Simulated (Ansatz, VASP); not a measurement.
# Hg in VASP and in Ansatz

```
CELL_PARAMETERS angstrom
1.74632 1.00824 2.14788
-1.74632 1.00824 2.14788
0.00000 -2.01648 2.14788
ATOMIC_POSITIONS crystal
Hg 0.00000 0.00000 0.00000
```

Alike in both runs: task single point; functional LDA; k mesh 12 × 12 × 12; occupations fermi-dirac, width 0.1 eV; no spin polarisation.

|  | VASP | Ansatz |
| --- | --- | --- |
| version | VASP 6.6.1 | Ansatz 0.2.0 |
| potentials or method | VASP PAW LDA potentials, release 64 (Hg) | plane waves (420 eV) with PAW, scalar-relativistic |
| plane-wave cutoff (eV) | 520 | 420 |
| valence electrons in the cell | 12 | 20 |

Ansatz gave:

- pressure (GPa): 0.1
- largest component of the traceless stress (GPa): 0.11

Q: Which values does VASP return?

A: Pressure (GPa): 0.8; largest component of the traceless stress (GPa): 0.46.

The two sets of potentials don't hold the same shells in valence. Ansatz warned: «pseudo_functional_mismatch».

The runs have no spin-orbit coupling, so splittings on Hg are missing.
